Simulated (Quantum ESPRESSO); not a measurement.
Crystal: RbBr.

```xyz
2
Lattice="4.1261 0.0000 0.0000 0.0000 4.1261 0.0000 0.0000 0.0000 4.1261" Properties=species:S:1:pos:R:3 pbc="T T T"
Rb    0.0000    0.0000    0.0000
Br    2.0630    2.0630    2.0630
```

The cell comes from a database or a generator and needn't be the stable form of this composition.

| Quantity | Value |
| --- | --- |
| Program | Quantum ESPRESSO 7.5 |
| Task | single point |
| Functional | PBE |
| Potentials or basis | SSSP 1.3 efficiency PBE |
| Cutoff | 816 eV |
| Density cutoff | 5987 eV |
| k mesh | 7 × 7 × 7 |
| Occupations | fermi-dirac, width 0.05 eV |
| Spin | no spin polarisation |

On this cell: pressure 0.8 GPa; largest force zero by symmetry; band gap on the k mesh 4.10 eV, indirect (least direct gap 4.23 eV).

The same run follows on a disturbed copy (atoms moved at random, drawn with an rms of 0.05 Å):

```xyz
2
Lattice="4.1261 0.0000 0.0000 0.0000 4.1261 0.0000 0.0000 0.0000 4.1261" Properties=species:S:1:pos:R:3 pbc="T T T"
Rb   -0.0289    0.0219   -0.0306
Br    2.0285    2.0890    2.0815
```

**Question.** What changes?

**Answer.** The energy moves by +0.5 meV/atom; pressure 0.8 GPa; largest force 0.040 eV/Å; band gap on the k mesh 4.10 eV, indirect (least direct gap 4.23 eV).

Forces on the atoms (eV/Å):
```
Rb  -0.005  0.003  0.040
Br   0.005 -0.003 -0.040
```

Caveats: an odd mesh through Γ misses points on the zone boundary, where band edges often lie.
